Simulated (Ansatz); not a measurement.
Set up this calculation in Ansatz 0.2.0, as the native input.

```yaml
Task: single point
Functional: HSE06
Potentials_or_basis: Ansatz PAW
Cutoff: "420 eV (not typed: the program's choice for these potentials)"
k_mesh: 6 × 6 × 6
Occupations: fermi-dirac, width 0.05 eV
Spin: no spin polarisation
Share_of_exact_exchange: 0.25
```

Crystal: NbP.

```xyz
4
Lattice="-1.6749 1.6749 5.7401 1.6749 -1.6749 5.7401 1.6749 1.6749 -5.7401" Properties=species:S:1:pos:R:3 pbc="T T T"
Nb    1.6749    0.0000    2.8687
Nb    0.0000    0.0000    5.7387
P     0.0000    1.6749    3.8200
P     0.0000    0.0000    0.9500
```

The cell is a database's computed one.

One way to write it, as run:

input.yaml

```yaml
crystal:
  lattice:
    - [-1.6749232544, 1.6749232544, 5.7401081759]
    - [1.6749232544, -1.6749232544, 5.7401081759]
    - [1.6749232544, 1.6749232544, -5.7401081759]
  atoms:
    - { symbol: Nb, position: [0.2498808, 0.7498808, 0.5] }
    - { symbol: Nb, position: [0.4998808, 0.4998808, 0.0] }
    - { symbol: P, position: [0.83274777, 0.33274777, 0.5] }
    - { symbol: P, position: [0.08274777, 0.08274777, 0.0] }
hamiltonian:
  xc:
    exchange: pbe
    correlation: pbe
    exx: { coeff: 0.25, omega: 0.2078699 }
  pseudopotentials: { kind: paw }
kpoints:
  mp_grid: { grid: [6, 6, 6] }
scf:
  occupations: { method: fermi_dirac, width: 0.05 }
output:
  forces: true
  stress: true
  eigenvalues: true
```

Potentials or basis: Ansatz PAW.

Run with:

```bash
$ ansatz run input.yaml --threads 2 --pin off --max-ram 5632MiB --backend cpu --events-out ev --progress --plain --runs-dir out
```

Results of the run:

```
Pressure               : -5.4 GPa
Largest force          : 0.011 eV/Å
Band gap on the k mesh : 0.15 eV, indirect (least direct gap 0.26 eV)
```

Caveat: the k mesh is coarse (spacing up to 0.44 Å⁻¹), so the values aren't converged, least of all with exact exchange; the PAW data sets come from PBE, with cores solved anew for the run's functional, which leaves a small shift of forces and pressure; the thresholds are loose for stress.

It took 79 s on 2 threads of Arm Neoverse V1, with other jobs on the host, peak memory 2.4 GiB.
